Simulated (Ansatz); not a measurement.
**Ca: the crystal squeezed far**

One table from this session's results is given with a row withheld; the runs are named, their logs left out.

Program: Ansatz 0.2.0. Level of theory: DFT PBE, with the methods named in each step. These are calculated values, not measurements.

## Starting point

The structure is cubic, space group Fd-3m (No. 227). The conventional cell has a = 7.499 Å, b = 7.499 Å, c = 7.499 Å, α = 90.00°, β = 90.00°, γ = 90.00°. Ca (site symmetry -43m) has 4 Ca at 3.25 Å in its first shell of neighbours.

As a file:

```
CELL_PARAMETERS angstrom
0.00000 3.74957 3.74957
3.74957 0.00000 3.74957
3.74957 3.74957 0.00000
ATOMIC_POSITIONS crystal
Ca 0.87500 0.87500 0.87500
Ca 0.12500 0.12500 0.12500
```

Whether this phase is the stable one at these pressures isn't tested.

Atoms are numbered in the order of the input: Ca1, Ca2.

Set-up of the first run:

Input file input.yaml:

```yaml
crystal:
  lattice:
    - [0.0, 3.7495703211, 3.7495703211]
    - [3.7495703211, 0.0, 3.7495703211]
    - [3.7495703211, 3.7495703211, 0.0]
  atoms:
    - { symbol: Ca, position: [-0.125, -0.125, -0.125] }
    - { symbol: Ca, position: [0.125, 0.125, 0.125] }
kpoints:
  mp_grid: { grid: [10, 10, 10] }
scf:
  occupations: { method: fermi_dirac, width: 0.08 }
hamiltonian:
  xc: pbe
  pseudopotentials: { kind: paw }
output:
  forces: true
  stress: true
  write_density: true
  write_potential: true
  elf: true
  volumetric_format: npy
relax:
  f_tol: 0.005
  max_steps: 40
  cell: {}
```

Command:

```
> ansatz run input.yaml --threads 1 --pin off --max-ram 2048MiB --backend cpu --events-out ev --progress --plain --runs-dir out
```

Steps of the session up to this table: Cell relaxed at zero pressure, PAW; Volume scaled by 1, PAW; Volume scaled by 0.88, PAW; Volume scaled by 0.78, PAW; Volume scaled by 0.68, PAW; Volume scaled by 0.58, PAW; Volume scaled by 0.58, PAW (cutoff 250 eV); Volume scaled by 0.5, PAW; Volume scaled by 0.43, PAW; Volume scaled by 0.43, PAW (core large).

One table of the session follows, with a row left open; its other results are not shown here.

 The rows PAW, 0.43 and PAW (core large), 0.43 agree to the last digit and may rest on the same set-up.

```
             method  volume over the first  volume (Å³/atom)  pressure (GPa)
                PAW                      1            79.514            0.02
                PAW                   0.88            69.972            0.64
                PAW                   0.78            62.021            1.36
                PAW                   0.68            54.070            2.24
                PAW                   0.58            46.118            3.33
                PAW                    0.5                 ?               ?
                PAW                   0.43            34.191            5.61
   PAW (core large)                   0.43            34.191            5.61
PAW (cutoff 250 eV)                   0.58            46.118            3.69
```

**Question.** Estimate the row for PAW, 0.5.

The run gave: volume (Å³/atom): 39.757; pressure (GPa): 4.60. In the column «volume (Å³/atom)» it lies between PAW (core large), 0.43 (34.191) and PAW, 0.58 (46.118).

To keep in mind: Warnings in the runs' records: cutoff below recommended, datasets by core.
